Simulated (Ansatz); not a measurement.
## BiTe (Fm-3m), comparing deformations

Theory: DFT PBEsol, scalar-relativistic, plane waves, PAW (Ansatz 0.2.0). The runs took a 420 eV cutoff, a Γ-centred 16×16×16 mesh and Gaussian smearing (0.15 eV). Spin–orbit coupling is left out, which can shift energies with elements as heavy as these. No spin polarisation. Energies are free energies at this smearing, counted from the undisturbed cell; pressure is positive in compression.

The starting cell (relaxed at this level; with this scan's settings it stands at 0.1 GPa; it needn't be the usual structure):

```yaml
crystal:
  lattice:
    - [0.00000, 3.19715, 3.19715]
    - [3.19715, 0.00000, 3.19715]
    - [3.19715, 3.19715, 0.00000]
  atoms:
    - { symbol: Bi, position: [0.00000, 0.00000, 0.00000] }
    - { symbol: Te, position: [0.50000, 0.50000, 0.50000] }
```

The cell is strained by ε times a Voigt pattern (xx, yy, zz, yz, xz, xy; engineering shear) with fractional coordinates fixed. τ = (1/V0) dE/dε comes from the stress tensor. Of each scan, only the three points used here are listed.

```csv
pattern,ε,τ (GPa)
"(0, 0, 0, 0, 0, 1)",-0.0075,0.0118
"(0, 0, 0, 0, 0, 1)",0.0000,0.0000
"(0, 0, 0, 0, 0, 1)",0.0075,-0.0118
"(1, 1, 0, 0, 0, 0)",-0.0150,-4.66
"(1, 1, 0, 0, 0, 0)",0.0000,-0.10
"(1, 1, 0, 0, 0, 0)",0.0150,3.72
"(0, 0, 1, 0, 0, 0)",-0.0150,-1.90
"(0, 0, 1, 0, 0, 0)",0.0000,-0.05
"(0, 0, 1, 0, 0, 0)",0.0150,1.56
```

Problem. Which constants do the scans give, and which deformation costs least for the same size of strain tensor?

Solution. The slope dτ/dε at zero (parabola through three points) is pᵀCp: (0, 0, 0, 0, 0, 1) gives C44 = -1.6 GPa; (1, 1, 0, 0, 0, 0) gives 2(C11 + C12) = 279 GPa; (0, 0, 1, 0, 0, 0) gives C11 = 115 GPa. The size of the strain tensor, ε:ε, is ε² times 0.5, 2.0, 1.0. Per unit of it the stiffnesses are -3.2, 140, 115 GPa, so (0, 0, 0, 0, 0, 1) is the softest of these: at ε:ε = (1 %)² the quadratic term costs -0.03 meV/atom against 1.42 for the stiffest. The starting stress shifts them by about its own size.

Problem. What else follows for this cubic crystal?

Solution. From the unrounded slopes C11 = 115.3 and C12 = 24.3 GPa, so B = (C11 + 2 C12)/3 = 55 GPa and the Poisson ratio for a pull along a cube edge is C12/(C11 + C12) = 0.17.

In a metal these slopes depend on the k mesh and the smearing.